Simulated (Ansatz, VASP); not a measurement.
# Two plane-wave programs on Pd

```
CELL_PARAMETERS angstrom
0.00000 1.94650 1.94650
1.94650 0.00000 1.94650
1.94650 1.94650 0.00000
ATOMIC_POSITIONS crystal
Pd 0.00000 0.00000 0.00000
```

Alike in both runs: task relaxation of cell and atoms; functional PBE; dispersion D3(BJ); k mesh 18 × 18 × 18; occupations gaussian, width 0.1 eV; no spin polarisation.

|  | VASP | Ansatz |
| --- | --- | --- |
| version | VASP 6.6.1 | Ansatz 0.2.0 |
| potentials or method | VASP PAW PBE potentials, release 64 (Pd) | scalar-relativistic, plane waves, PAW |
| plane-wave cutoff (eV) | 600 | 420 |
| valence electrons in the cell | 10 | 18 |

Ansatz gave:

| Quantity | Value |
| --- | --- |
| gap on the k mesh at the Fermi level, each at its own relaxed structure (eV) | none |
| relaxed volume (Å³/atom) | 14.71 |
| relaxed cell length with the largest relative difference (Å) | 2.750 |

Problem. What did VASP give for the same quantities?

Solution. gap on the k mesh at the Fermi level, each at its own relaxed structure (eV): none; relaxed volume (Å³/atom): 14.68; relaxed cell length with the largest relative difference (Å): 2.748.

A gap of «none» marks a metal or a gap that the smearing closes. The two sets of potentials don't hold the same shells in valence.

Caveats: pairwise dispersion overbinds metals, which lowers pressure and volume.
